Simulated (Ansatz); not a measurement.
CrCuO2 (R-3m): the volume from the results

The reference geometry is a structure as deposited in COD; nothing is relaxed.

Functional, mesh and filling: PBEsol, 11×11×11 k mesh, Fermi–Dirac smearing of 0.08 eV. PAW means Ansatz 0.2.0 on its default frozen-core files. Site moments are integrated in spheres about the atoms.

The input and its command:

```yaml
crystal:
  lattice:
    - [1.4867, 0.8583466452, 5.7]
    - [-1.4867, 0.8583466452, 5.7]
    - [0.0, -1.7166932904, 5.7]
  atoms:
    - { symbol: Cr, position: [0.5, 0.5, 0.5], spin: 3.0 }
    - { symbol: Cu, position: [0.0, 0.0, 0.0] }
    - { symbol: O, position: [0.10792, 0.10792, 0.10792] }
    - { symbol: O, position: [0.89208, 0.89208, 0.89208] }
magnetization:
  spin_polarized: true
kpoints:
  mp_grid: { grid: [11, 11, 11] }
scf:
  occupations: { method: fermi_dirac, width: 0.08 }
  lower_state_search: "off"
hamiltonian:
  xc: pbesol
  pseudopotentials: { kind: paw }
output:
  forces: true
  stress: true
  eigenvalues: true
  populations: true
```

Command: `ansatz run input.yaml --threads 2 --pin off --max-ram 6144MiB --backend cpu --events-out ev --progress --plain --runs-dir out`

The cell is scaled evenly, and every run starts from the same moments. Some of the runs:

```
V/V₀  cell moment (μB)  largest site moment (μB)  F − F(V₀) (meV/atom)
0.94              3.00                      2.33                    10
1.12              3.00                      2.51                    99
 1.2              3.00                      2.58                   219
```

Problem. Another run of the series gave cell moment (μB) = 2.93, largest site moment (μB) = 2.09, F − F(V₀) (meV/atom) = 514. At which V/V₀ was it made?
A. 1.06
B. 0.76
C. 0.88
D. 0.82
E. 0.7

Solution. B. V/V₀ = 0.76.

Problem. Another run of the series gave cell moment (μB) = 2.79, largest site moment (μB) = 1.94, F − F(V₀) (meV/atom) = 962. At which V/V₀ was it made?
A. 0.76
B. 0.88
C. 0.7
D. 1.06
E. 0.82

Solution. C. V/V₀ = 0.7.

The whole series:

| V/V₀ | cell moment (μB) | largest site moment (μB) | F − F(V₀) (meV/atom) |
| --- | --- | --- | --- |
| 0.7 | 2.79 | 1.94 | 962 |
| 0.76 | 2.93 | 2.09 | 514 |
| 0.82 | 2.98 | 2.19 | 237 |
| 0.88 | 3.00 | 2.27 | 80 |
| 0.94 | 3.00 | 2.33 | 10 |
| 1 | 3.00 | 2.39 | 0 |
| 1.06 | 3.00 | 2.45 | 34 |
| 1.12 | 3.00 | 2.51 | 99 |
| 1.2 | 3.00 | 2.58 | 219 |

The PAW files were made with PBE; the program remakes their cores once for the run's functional and then keeps them frozen. Under strong compression frozen cores are worth checking against an all-electron run. The Ansatz runs typed with the search for lower states off end where their start leads. None of this fixes the real material's magnetic order: only patterns that fit the cell were computed, at zero temperature, with a functional that can overstate moments.
